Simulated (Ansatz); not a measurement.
# Mn (hcp type): how the settings move a single-point run

How sensitive is a single-point run of Mn (hcp type) to its settings? A reference run comes first, then one run with altered input.

Computed with Ansatz 0.2.0 (reference: DFT, PBE, all-electron LAPW, scalar-relativistic, unless a step's input says otherwise).

1 further run of the same task is left out (it didn't finish).

**1. The starting structure**

The structure is hexagonal, space group P6_3/mmc (No. 194). Conventional cell: a = 2.074 Å, b = 2.074 Å, c = 3.335 Å, α = 90.00°, β = 90.00°, γ = 120.00°. Mn (site symmetry -6m2) is surrounded by 12 Mn at 2.05 to 2.07 Å.

Structure file:

```
Mn
1.0
     2.07373    0.00000    0.00000
    -1.03686    1.79590    0.00000
     0.00000    0.00000    3.33462
Mn
2
Direct
  0.33333 0.66667 0.25000
  0.66667 0.33333 0.75000
```

**2. Baseline**

File input.yaml:

```yaml
crystal:
  lattice:
    - [2.0737299657, 0.0, 0.0]
    - [-1.0368649829, 1.7959028309, 0.0]
    - [0.0, 0.0, 3.3346197116]
  atoms:
    - { symbol: Mn, position: [0.3333333333, 0.6666666667, 0.25] }
    - { symbol: Mn, position: [0.6666666667, 0.3333333333, 0.75] }
kpoints:
  mp_grid: { grid: [17, 17, 9] }
scf:
  occupations: { method: fermi_dirac, width: 0.05 }
hamiltonian:
  xc: pbe
  pseudopotentials: { kind: all_electron, lapw: { basis_error: 0.001 } }
output:
  forces: true
  stress: true
  eigenvalues: true
  populations: true
```

Command:

```
ansatz run input.yaml --threads 1 --pin off --max-ram 2048MiB --backend cpu --events-out ev --progress --plain --runs-dir out
```

**3. Variant: occupations.method gaussian, occupations.width 0.01, hubbard.sites [{species: Mn, l: d, u_eff: 8.0}], hubbard.double_counting amf, accuracy low**

Edit input.yaml of step 2 so:

```diff
@@ -11,3 +11,3 @@
 scf:
-  occupations: { method: fermi_dirac, width: 0.05 }
+  occupations: { method: gaussian, width: 0.01 }
 hamiltonian:
@@ -15,2 +15,3 @@
   pseudopotentials: { kind: all_electron, lapw: { basis_error: 0.001 } }
+  hubbard: { sites: [{ species: Mn, l: d, u_eff: 8.0 }], double_counting: amf }
 output:
@@ -20 +21,2 @@
   populations: true
+accuracy: low
```

**Question.** What will these runs give? Wanted: for each run, ending; energy change; pressure; gap; force.

The runs gave:

```csv
run,ending,energy change,pressure (GPa),gap (eV),force (eV/Å),cycles,time
reference,converged,0,477.3,0.00,0.00,6,34 s
"1: occupations.method gaussian, occupations.width 0.01, hubbard.sites [{species: Mn, l: d, u_eff: 8.0}], hubbard.double_counting amf, accuracy low",converged,-2.6 meV/atom (σ→0) (U changed: no physical gain or loss),477.8,0.00,0.00,11,59 s
```

Residual by cycle in the longest SCF loop of each run; runs are numbered as in the table. The quantity is the density residual dr2, in eV.

```csv
cycle,reference,run 1
1,0.0558,0.056
2,0.0084,0.0063
3,0.00287,0.00157
4,9.5e-6,8.6e-6
5,5.6e-8,1.9e-6
6,1.1e-9,2.2e-6
7,-,1.7e-6
8,-,1.8e-5
9,-,1.6e-8
10,-,3.0e-8
11,-,1.4e-9
```

**Reading.** Changing the smearing and Hubbard U moves the energy by -2.6 meV/atom (σ→0 values), and the pressure goes from 477.3 to 477.8 GPa. The U term adds an energy of its own, so the shift says nothing about which run is better. Cost: 11 SCF cycles against 6, 59 s against 34 s. A changed U is a change of model: its shifts are not errors of convergence. The structure is not at rest: the sound run finds 477 GPa, so these are no properties of the relaxed crystal. The reference has no spin polarisation; with Mn present, a magnetic state may lie lower.
